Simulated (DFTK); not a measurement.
## ZrC under changes of volume

One of the cells (13.228 Å³/atom); the others are scaled copies at fixed shape and fractional positions:

```
CELL_PARAMETERS angstrom
0.00000 2.36500 2.36500
2.36500 0.00000 2.36500
2.36500 2.36500 0.00000
ATOMIC_POSITIONS crystal
Zr 0.50000 0.50000 0.50000
C 0.00000 0.00000 0.00000
```

| Quantity | Value |
| --- | --- |
| Program | DFTK 0.8.2 |
| Functional | PBE |
| Potentials or basis | dojo.nc.sr.pbe.v0_5.standard.upf (PBE) |
| Cutoff | 1116 eV |
| k mesh | 7 × 7 × 7 |
| Occupations | fermi-dirac, width 0.05 eV |
| Spin | no spin polarisation |

```csv
volume (Å³/atom),energy over the lowest point (meV/atom),pressure (GPa)
12.434,21.84,12.0
12.699,?,?
12.963,0.00,1.6
13.228,1.05,-2.8
13.493,9.04,-6.8
13.757,23.28,-10.4
14.022,43.18,-13.7
```

Question: What does the run at 12.699 Å³/atom give?

Answer: Energy over the lowest point 6.65 meV/atom; pressure 6.5 GPa.

Worked out: A Birch-Murnaghan fit of order 3 (a polynomial in V^(-2/3)) to the other rows has its minimum at 13.06 Å³/atom with B0 = V·E''(V) = 221 GPa and B' = 4.1. It gives 6.63 meV/atom at 12.699 Å³/atom, against the run's 6.65, and -dE/dV = 6.5 GPa, against 6.5.

Energies are extrapolated to zero smearing.
